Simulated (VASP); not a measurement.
# Al12H in VASP: notebook

The runs below take Al12H through single point, with PBEsol.

Program: VASP 6.6.1. These are calculated values, not measurements. Logs are shortened: lines on timing, memory, paths and dates and some standing lists are left out, and cuts for length are marked.

## 1. The cell of the first run

The cell holds a slab with vacuum, 13 atoms: a = 5.679 Å, b = 5.679 Å, c = 21.141 Å, α = 90.00°, β = 90.00°, γ = 90.00°.

## 2. Single point, PBEsol (H at 3/6 of the diagonal of the surface cell, 0.69 Å above the top plane)

Contents of INCAR:

```
  PREC = Accurate
  ENCUT = 520
  EDIFF = 1E-6
  ISMEAR = 0
  SIGMA = 0.1
  LREAL = F
  LASPH = T
  NELM = 100
  ALGO = Fast
  ISIF = 2
  LWAVE = F
  LCHARG = F
  LDIPOL = T
  IDIPOL = 3
  DIPOL = 0.5 0.5 0.297
  GGA = PS
  NBANDS = 30
```

Contents of KPOINTS:

```
regular mesh
0
Gamma
  5 5 1
```

Contents of POSCAR:

```
Al12H
1.0
    5.6788540124      0.0000000000      0.0000000000
    0.0000000000      5.6788540124      0.0000000000
    0.0000000000      0.0000000000     21.1413451746
Al H
12 1
Direct
    0.2500000000      0.2500000000      0.1892027195
    0.2500000000      0.7500000000      0.1892027195
    0.7500000000      0.2500000000      0.1892027195
    0.7500000000      0.7500000000      0.1892027195
    0.0000000000      0.0000000000      0.2870821533
    0.0000000000      0.5000000000      0.2870821533
    0.5000000000      0.0000000000      0.2870821533
    0.5000000000      0.5000000000      0.2870821533
    0.2500000000      0.2500000000      0.3850911618
    0.2500000000      0.7500000000      0.3850911618
    0.7500000000      0.2500000000      0.3850911618
    0.7500000000      0.7500000000      0.3850911618
    0.5000000000      0.5000000000      0.4177286309
```

Potentials or basis: VASP PAW PBE potentials, release 64 (Al, H).

On the command line:

```bash
$ cat potpaw_PBE.64/Al/POTCAR potpaw_PBE.64/H/POTCAR > POTCAR
$ mpirun -np 1 vasp_std > vasp.out
```

OUTCAR:

```text
PREC = Accurate
   ENCUT = 520
   EDIFF = 1E-6
   ISMEAR = 0
   LREAL = F
   LASPH = T
   NELM = 100
   ISIF = 2
   GGA = PS

 ion  position               nearest neighbor table
   1  0.250  0.250  0.189-   2 2.84   3 2.84   2 2.84   3 2.84   7 2.88   8 2.88   5 2.88   6 2.88

   2  0.250  0.750  0.189-   1 2.84   4 2.84   1 2.84   4 2.84   7 2.88   8 2.88   5 2.88   6 2.88

   3  0.750  0.250  0.189-   1 2.84   4 2.84   4 2.84   1 2.84   7 2.88   8 2.88   5 2.88   6 2.88
[... 4 lines left out ...]
                            11 2.89  12 2.89   9 2.89  10 2.89
   6  0.000  0.500  0.287-   5 2.84   8 2.84   5 2.84   8 2.84   1 2.88   2 2.88   3 2.88   4 2.88
                            11 2.89  12 2.89   9 2.89  10 2.89
   7  0.500  0.000  0.287-   5 2.84   8 2.84   8 2.84   5 2.84   1 2.88   2 2.88   3 2.88   4 2.88
                            11 2.89  12 2.89   9 2.89  10 2.89
   8  0.500  0.500  0.287-   6 2.84   7 2.84   7 2.84   6 2.84   1 2.88   2 2.88   3 2.88   4 2.88
                            11 2.89  12 2.89   9 2.89  10 2.89
   9  0.250  0.250  0.385-  13 2.12  11 2.84  10 2.84  10 2.84  11 2.84   6 2.89   7 2.89   8 2.89
                             5 2.89
  10  0.250  0.750  0.385-  13 2.12  12 2.84   9 2.84   9 2.84  12 2.84   6 2.89   7 2.89   8 2.89
                             5 2.89
  11  0.750  0.250  0.385-  13 2.12  12 2.84   9 2.84  12 2.84   9 2.84   6 2.89   7 2.89   8 2.89
                             5 2.89
  12  0.750  0.750  0.385-  13 2.12  11 2.84  10 2.84  11 2.84  10 2.84   6 2.89   7 2.89   8 2.89
                             5 2.89
  13  0.500  0.500  0.418-   9 2.12  10 2.12  11 2.12  12 2.12

  LATTYP: Found a simple tetragonal cell.
 ALAT       =     5.6788540124
 C/A-ratio  =     3.7228189223

  Lattice vectors:

 A1 = (   5.6788540124,   0.0000000000,   0.0000000000)
 A2 = (   0.0000000000,   5.6788540124,   0.0000000000)
 A3 = (   0.0000000000,   0.0000000000,  21.1413451746)

Analysis of symmetry for initial positions (statically):
=====================================================================
 Subroutine PRICEL returns:
 Original cell was already a primitive cell.

 Routine SETGRP: Setting up the symmetry group for a
 simple tetragonal supercell.

 Subroutine GETGRP returns: Found  8 space group operations
 (whereof  8 operations were pure point group operations)
 out of a pool of 16 trial point group operations.

The static configuration has the point symmetry C_4v.

Analysis of symmetry for dynamics (positions and initial velocities):
=====================================================================
 Subroutine PRICEL returns:
 Original cell was already a primitive cell.

 Routine SETGRP: Setting up the symmetry group for a
 simple tetragonal supercell.

 Subroutine GETGRP returns: Found  8 space group operations
 (whereof  8 operations were pure point group operations)
 out of a pool of 16 trial point group operations.

The dynamic configuration has the point symmetry C_4v.

 Subroutine INISYM returns: Found  8 space group operations
 (whereof  8 operations are pure point group operations),
 and found     1 'primitive' translations

----------------------------------------------------------------------------------------

                                     Primitive cell

  volume of cell :     681.7953

  direct lattice vectors                    reciprocal lattice vectors
     5.678854012  0.000000000  0.000000000     0.176091866  0.000000000  0.000000000
     0.000000000  5.678854012  0.000000000     0.000000000  0.176091866  0.000000000
     0.000000000  0.000000000 21.141345175     0.000000000  0.000000000  0.047300680

  length of vectors
     5.678854012  5.678854012 21.141345175     0.176091866  0.176091866  0.047300680

  position of ions in fractional coordinates (direct lattice)
     0.250000000  0.250000000  0.189202720
     0.250000000  0.750000000  0.189202720
     0.750000000  0.250000000  0.189202720
     0.750000000  0.750000000  0.189202720
     0.000000000  0.000000000  0.287082153
[... 37 lines left out ...]
     0.000000000  0.035218373  0.000000000     0.000000000  0.200000000  0.000000000
     0.000000000  0.000000000  0.047300680     0.000000000  0.000000000  1.000000000

  Length of vectors
     0.035218373  0.035218373  0.047300680

  Shift w.r.t. Gamma in fractional coordinates (k-lattice)
     0.000000000  0.000000000  0.000000000

 Subroutine IBZKPT returns following result:
 ===========================================

 Found      6 irreducible k-points:

 Following reciprocal coordinates:
            Coordinates               Weight
  0.000000  0.000000  0.000000      1.000000
  0.200000  0.000000  0.000000      4.000000
  0.400000  0.000000  0.000000      4.000000
  0.200000  0.200000  0.000000      4.000000
  0.400000  0.200000  0.000000      8.000000
  0.400000  0.400000  0.000000      4.000000
   k-points           NKPTS =      6   k-points in BZ     NKDIM =      6   number of bands    NBANDS=     30
   number of dos      NEDOS =    301   number of ions     NIONS =     13
   total plane-waves  NPLWV = 282240
   dimension x,y,z NGX =    42 NGY =   42 NGZ =  160
   dimension x,y,z NGXF=    84 NGYF=   84 NGZF=  320
   ions per type =              12   1
   NGX,Y,Z   is equivalent  to a cutoff of  12.30, 12.30, 12.58 a.u.
   NGXF,Y,Z  is equivalent  to a cutoff of  24.59, 24.59, 25.16 a.u.
 SYSTEM =  unknown system
   PREC   = accura    normal or accurate (medium, high low for compatibility)
   ISTART =      0    job   : 0-new  1-cont  2-samecut
   ICHARG =      2    charge: 1-file 2-atom 10-const
   ISPIN  =      1    spin polarized calculation?
   LNONCOLLINEAR =      F non collinear calculations
   LSORBIT =      F    spin-orbit coupling
   LASPH  =      T    aspherical Exc in radial PAW
   ENCUT  =  520.0 eV  38.22 Ry    6.18 a.u.  10.56 10.56 39.31*2*pi/ulx,y,z
   NELM   =    100;   NELMIN=  2; NELMDL= -5     # of ELM steps
   EDIFF  = 0.1E-05   stopping-criterion for ELM
   LREAL  =      F    real-space projection
   EDIFFG = 0.1E-04   stopping-criterion for IOM
   NSW    =      0    number of steps for IOM
   IBRION =     -1    ionic relax: 0-MD 1-quasi-New 2-CG
   NFREE  =      0    steps in history (QN), initial steepest desc. (CG)
   ISIF   =      2    stress and relaxation
   ISYM   =      2    0-nonsym 1-usesym 2-fastsym
   POTIM  = 0.5000    time-step for ionic-motion
   TEBEG  =    0.0;   TEEND  =   0.0 temperature during run
   PSTRESS=    0.0 pullay stress
   NELECT =      37.0000    total number of electrons
   NUPDOWN=      -1.0000    fix difference up-down
   EMIN   =  10.00;   EMAX   =-10.00  energy-range for DOS
   EFERMI =   0.00;   METHOD = LEGACY
   ISMEAR =     0;   SIGMA  =   0.10  broadening in eV -4-tet -1-fermi 0-gaus
   EFERMI_NEDOS =   21; number of points for ismear=-14 and -15
   IALGO  =     68    algorithm
   IMIX   =      4    mixing-type and parameters
     AMIX     =   0.40;   BMIX     =  1.00
     AMIX_MAG =   1.60;   BMIX_MAG =  1.00
  volume/ion in A,a.u.               =      52.45       353.92
  Fermi-wavevector in a.u.,A,eV,Ry     =   0.619808  1.171268  5.226846  0.384162
  Thomas-Fermi vector in A             =   1.678737
   LORBIT       =      0    0 simple, 1 ext, 2 COOP (PROOUT), +10 PAW based schemes
   GGA     = PS    functional components
   LHFCALC =     F    Hartree Fock is set to
   AEXX    =    0.0000 exact exchange contribution
   IVDW    =     0    specifies the selected vdW correction
   LEPSILON=     F    determine dielectric tensor
   LRPA    =     F    only Hartree local field effects (RPA)
 non-spin polarized calculation
 RMM-DIIS sequential band-by-band and
 Gauss-broadening in eV      SIGMA  =   0.10
  energy-cutoff  :      520.00
  volume of cell :      681.80
 maximum number of plane-waves:     18411
 NGX is ok and might be reduce to    42
   NGX = 21   NGY = 21   NGZ = 79

 dipolmoment           0.000000      0.000000      0.037820 electrons x Angstroem

 number of electron      36.9999999 magnetization

 dipolmoment           0.000000      0.000000     -0.013330 electrons x Angstroem

 Free energy of the ion-electron system (eV)
  ---------------------------------------------------
  ext. energy  EPLUGINS =         0.00000000
  ---------------------------------------------------
  free energy    TOTEN  =       -47.77988351 eV

  energy without entropy =      -47.76066296  energy(sigma->0) =      -47.77027323

 E-fermi :  -0.7528     XC(G=0):  -3.9378

 val. band max:       -0.8106456087   @ k =   0.4000   0.0000   0.0000
 cond. band min:      -0.7406754544   @ k =   0.4000   0.4000   0.0000
 fundamental gap:      0.0699701544
 Fermi energy:        -0.7528315369

 k-point     1 :       0.0000    0.0000    0.0000
  band No.  band energies     occupation
      1     -11.0939      2.00000
      2      -9.2100      2.00000
      3      -6.9903      2.00000
      4      -6.5798      2.00000
      5      -6.5798      2.00000
      6      -6.4549      2.00000
[... 187 lines left out ...]
     29       2.1769      0.00000
     30       2.6759      0.00000

------------------------ aborting loop because EDIFF is reached ----------------------------------------

 vacuum level on the upper side and lower side of the slab       (xc-potential included)        -0.119        -0.041

  FORCE on cell =-STRESS in cart. coord.  units (eV):
  Direction    XX          YY          ZZ          XY          YZ          ZX
  --------------------------------------------------------------------------------------
  -------------------------------------------------------------------------------------
  Total       -9.3057804     -9.3057804      1.1916952      0.0000000      0.0000000      0.0000000
  in kB      -21.8680148    -21.8680148      2.8004109      0.0000000      0.0000000      0.0000000
  external PRESSURE =     -13.6452062 kB  Pullay stress =       0.0000000 kB

 VOLUME and BASIS-vectors are now :
 -----------------------------------------------------------------------------
  energy-cutoff  :      520.00
  volume of cell :      681.80
      direct lattice vectors                 reciprocal lattice vectors
     5.678854012  0.000000000  0.000000000     0.176091866  0.000000000  0.000000000
     0.000000000  5.678854012  0.000000000     0.000000000  0.176091866  0.000000000
     0.000000000  0.000000000 21.141345175     0.000000000  0.000000000  0.047300680

 POSITION                                       TOTAL-FORCE (eV/Angst)
 -----------------------------------------------------------------------------------
      1.41971      1.41971      4.00000         0.050415      0.050415     -0.064690
      1.41971      4.25914      4.00000         0.050415     -0.050415     -0.064690
      4.25914      1.41971      4.00000        -0.050415      0.050415     -0.064690
      4.25914      4.25914      4.00000        -0.050415     -0.050415     -0.064690
      0.00000      0.00000      6.06930        -0.000000     -0.000000     -0.005419
      0.00000      2.83943      6.06930        -0.000000     -0.000000      0.054751
      2.83943      0.00000      6.06930        -0.000000     -0.000000      0.054751
      2.83943      2.83943      6.06930        -0.000000     -0.000000     -0.150453
      1.41971      1.41971      8.14135        -0.069160     -0.069160      0.061101
      1.41971      4.25914      8.14135        -0.069160      0.069160      0.061101
      4.25914      1.41971      8.14135         0.069160     -0.069160      0.061101
      4.25914      4.25914      8.14135         0.069160      0.069160      0.061101
      2.83943      2.83943      8.83135        -0.000000      0.000000      0.060727
 -----------------------------------------------------------------------------------
    total drift:                                0.000000      0.000000     -0.000033

  FREE ENERGIE OF THE ION-ELECTRON SYSTEM (eV)
  ---------------------------------------------------
  free  energy   TOTEN  =       -47.7798835100 eV

  energy  without entropy=      -47.7606629570  energy(sigma->0) =      -47.77027323

 vacuum level on the upper side and lower side of the slab         3.617         3.691
```

Wall time 2.4 min (1 thread of Intel Xeon 6975P-C (Granite Rapids), shared host); peak memory 0.64 GiB.

What came out:

- Free energy: -47.7799 eV
- Largest force: 0.150 eV/Å
- Band gap on the k mesh: none (metal or under the smearing width)

Forces in eV/Å, atoms in the order of the input:
```
Al   0.050  0.050 -0.065
Al   0.050 -0.050 -0.065
Al  -0.050  0.050 -0.065
Al  -0.050 -0.050 -0.065
Al   0.000  0.000 -0.005
Al   0.000  0.000  0.055
Al   0.000  0.000  0.055
Al   0.000  0.000 -0.150
Al  -0.069 -0.069  0.061
Al  -0.069  0.069  0.061
Al   0.069 -0.069  0.061
Al   0.069  0.069  0.061
H    0.000  0.000  0.061
```

Caveat: the PAW data sets were made with another functional, which shifts forces and pressure a little.

## 3. Single point, PBEsol (H at 2/6 of the diagonal of the surface cell, 1.18 Å above the top plane)

Contents of INCAR:

```
  ALGO = Fast
  DIPOL = 0.5 0.5 0.299
  EDIFF = 1E-7
  ENCUT = 520
  GGA = PS
  IDIPOL = 3
  ISIF = 2
  ISMEAR = 0
  LASPH = True
  LCHARG = False
  LDIPOL = True
  LREAL = False
  LWAVE = False
  NBANDS = 30
  NELM = 80
  PREC = Accurate
  SIGMA = 0.1
```

Contents of KPOINTS:

```
k-points
0
Gamma
  5 5 1
```

POSCAR: that of step 2 with these lines changed.

```diff
@@ -20,2 +20,2 @@
     0.7500000000      0.7500000000      0.3850911618
-    0.5000000000      0.5000000000      0.4177286309
+    0.4166666667      0.4166666667      0.4409059640
```

Potentials or basis: VASP PAW PBE potentials, release 64 (Al, H).

On the command line:

```bash
$ cat potpaw_PBE.64/Al/POTCAR potpaw_PBE.64/H/POTCAR > POTCAR
$ mpirun -np 1 vasp_std > vasp.out
```

Wall time 3.8 min (1 thread of Intel Xeon 6975P-C (Granite Rapids), shared host); peak memory 0.67 GiB.

It converged, with:

```
Free energy            : -47.8590 eV
Largest force          : 0.559 eV/Å
Band gap on the k mesh : none (metal or under the smearing width)
```

Forces on the atoms (eV/Å):
```
Al   0.036  0.036 -0.016
Al  -0.044 -0.070  0.000
Al  -0.070 -0.044  0.000
Al   0.027  0.027 -0.069
Al  -0.095 -0.095 -0.034
Al   0.129  0.064  0.052
Al   0.064  0.129  0.052
Al  -0.009 -0.009  0.071
Al   0.010  0.010  0.175
Al  -0.037  0.075  0.088
Al   0.075 -0.037  0.088
Al   0.154  0.154  0.042
H   -0.239 -0.239 -0.445
```

Levels at points of the mesh, in eV from the Fermi level:
| k point | band 17 | band 18 | band 19 | band 20 | band 21 | band 22 |
| --- | --- | --- | --- | --- | --- | --- |
| (0.00, 0.00, 0.00) | -0.73 | -0.54 | -0.32 | -0.05 | 0.00 | 0.01 |

Caveat: the PAW data sets were made with another functional, which shifts forces and pressure a little.
